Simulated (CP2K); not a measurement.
Wanted: the native input for a CP2K 2026.2 run.

```yaml
Task: band structure
Functional: LDA
Potentials_or_basis: POTENTIAL_UZH Cd GTH-PBE-q12, Se GTH-PBE-q6; TZVP-MOLOPT-PBE-GTH basis
Density_cutoff: 9184 eV
k_mesh: 8 × 8 × 8
Occupations: fermi-dirac, width 0.05 eV
Spin: no spin polarisation
SCF_solver: diagonalisation with k points
Quickstep_method: GPW
EPS_DEFAULT: 1.0E-9
EPS_SCF: 1.0E-6
MAX_SCF: 100
SCF_GUESS: ATOMIC
k_points_reduced_by_the_point_group: yes
Mesh_centred_on_Gamma: yes
CHOLESKY: OFF
EPS_EIGVAL: 1.0E-7
MIXING_METHOD: BROYDEN_MIXING
MIXING_ALPHA: 0.4
NBUFFER: 8
NGRIDS: 4
Basis_sets: Cd TZVP-MOLOPT-PBE-GTH-q12, Se TZVP-MOLOPT-PBE-GTH-q6
Potentials: Cd GTH-PBE-q12 of POTENTIAL_UZH, Se GTH-PBE-q6 of POTENTIAL_UZH
ADDED_MOS: "[10]"
Points_a_segment_of_the_path_NPOINTS: 6
Bands_added_on_the_path: 4
REL_CUTOFF_Ry: 60 Ry
MIXING_BETA_1/bohr: 1.5 1/bohr
CUTOFF_of_the_grids: 675 Ry
```

Crystal: CdSe.

```
Cd Se
1.0
     4.34202    0.00000    0.00000
     2.17101    3.76030    0.00000
     2.17101    1.25343    3.54524
Cd Se
1 1
Direct
  0.00000 0.00000 0.00000
  0.25000 0.25000 0.25000
```

Measurements of this composition are mostly on another form, of space group No. 186.

One way to write it, as run:

cdse_bands.inp

```
&GLOBAL
  PROJECT cdse_bands
  RUN_TYPE ENERGY_FORCE
  PRINT_LEVEL LOW
&END GLOBAL
&FORCE_EVAL
  METHOD QS
  STRESS_TENSOR ANALYTICAL
  &DFT
    BASIS_SET_FILE_NAME BASIS_MOLOPT_UZH
    POTENTIAL_FILE_NAME POTENTIAL_UZH
    &MGRID
      CUTOFF 675
      REL_CUTOFF 60
      NGRIDS 4
    &END MGRID
    &QS
      METHOD GPW
      EPS_DEFAULT 1.0E-9
    &END QS
    &KPOINTS
      SCHEME MONKHORST-PACK 8 8 8
      GAMMA_CENTERED T
      SYMMETRY T
      SYMMETRY_BACKEND SPGLIB
    &END KPOINTS
    &SCF
      SCF_GUESS ATOMIC
      EPS_SCF 1.0E-6
      MAX_SCF 100
      ADDED_MOS 10
      CHOLESKY OFF
      EPS_EIGVAL 1.0E-7
      &DIAGONALIZATION ON
        ALGORITHM STANDARD
      &END DIAGONALIZATION
      &MIXING ON
        METHOD BROYDEN_MIXING
        ALPHA 0.4
        BETA 1.5
        NBUFFER 8
      &END MIXING
      &SMEAR ON
        METHOD FERMI_DIRAC
        ELECTRONIC_TEMPERATURE 580.23
      &END SMEAR
    &END SCF
    &XC
      &XC_FUNCTIONAL
        &LDA_X
        &END LDA_X
        &LDA_C_PW
        &END LDA_C_PW
      &END XC_FUNCTIONAL
    &END XC
    &PRINT
      &KPOINTS ON
      &END KPOINTS
      &MULLIKEN ON
      &END MULLIKEN
      &MO ON
        ENERGIES T
        OCCUPATION_NUMBERS T
        &EACH
          QS_SCF 0
        &END EACH
        ADD_LAST NUMERIC
      &END MO
      &BAND_STRUCTURE
        FILE_NAME bands.bs
        ADDED_MOS 4
        &KPOINT_SET
          UNITS B_VECTOR
          NPOINTS 6
          SPECIAL_POINT GAMMA 0.00000000 0.00000000 0.00000000
          SPECIAL_POINT X 0.50000000 0.00000000 0.50000000
          SPECIAL_POINT W 0.50000000 0.25000000 0.75000000
          SPECIAL_POINT K 0.37500000 0.37500000 0.75000000
          SPECIAL_POINT GAMMA 0.00000000 0.00000000 0.00000000
          SPECIAL_POINT L 0.50000000 0.50000000 0.50000000
          SPECIAL_POINT U 0.62500000 0.25000000 0.62500000
          SPECIAL_POINT W 0.50000000 0.25000000 0.75000000
          SPECIAL_POINT L 0.50000000 0.50000000 0.50000000
          SPECIAL_POINT K 0.37500000 0.37500000 0.75000000
        &END KPOINT_SET
        &KPOINT_SET
          UNITS B_VECTOR
          NPOINTS 6
          SPECIAL_POINT U 0.62500000 0.25000000 0.62500000
          SPECIAL_POINT X 0.50000000 0.00000000 0.50000000
        &END KPOINT_SET
      &END BAND_STRUCTURE
    &END PRINT
  &END DFT
  &SUBSYS
    &CELL
      A 4.3420191692 0.0000000000 0.0000000000
      B 2.1710095846 3.7602989043 0.0000000000
      C 2.1710095846 1.2534329681 3.5452438060
      PERIODIC XYZ
    &END CELL
    &COORD
      SCALED
      Cd  0.0000000000 0.0000000000 0.0000000000
      Se  0.2500000000 0.2500000000 0.2500000000
    &END COORD
    &KIND Cd
      BASIS_SET TZVP-MOLOPT-PBE-GTH-q12
      POTENTIAL GTH-PBE-q12
    &END KIND
    &KIND Se
      BASIS_SET TZVP-MOLOPT-PBE-GTH-q6
      POTENTIAL GTH-PBE-q6
    &END KIND
    &PRINT
      &ATOMIC_COORDINATES ON
      &END ATOMIC_COORDINATES
      &CELL ON
      &END CELL
    &END PRINT
  &END SUBSYS
  &PRINT
    &FORCES ON
    &END FORCES
    &STRESS_TENSOR ON
    &END STRESS_TENSOR
  &END PRINT
&END FORCE_EVAL
```

Potentials or basis: POTENTIAL_UZH Cd GTH-PBE-q12, Se GTH-PBE-q6; TZVP-MOLOPT-PBE-GTH basis.

Command:

```bash
$ OMP_NUM_THREADS=1 cp2k.psmp -i cdse_bands.inp -o cdse_bands.out
```

It gave:

| Property | Result |
| --- | --- |
| Pressure | -1.6 GPa |
| Band gap on the k mesh | 0.26 eV, direct |
| Band gap along the path | 0.26 eV, direct |
| Mulliken charges | Cd +0.46; Se -0.46 e |

Caveat: Mulliken charges move with the basis; the potentials were made for another functional, which shifts forces and pressure; the basis of atomic orbitals isn't converged, which shifts pressures, moduli and gaps.

Wall time 21 s on 1 thread of Arm Neoverse V2 (shared host), peak memory 0.4 GiB.
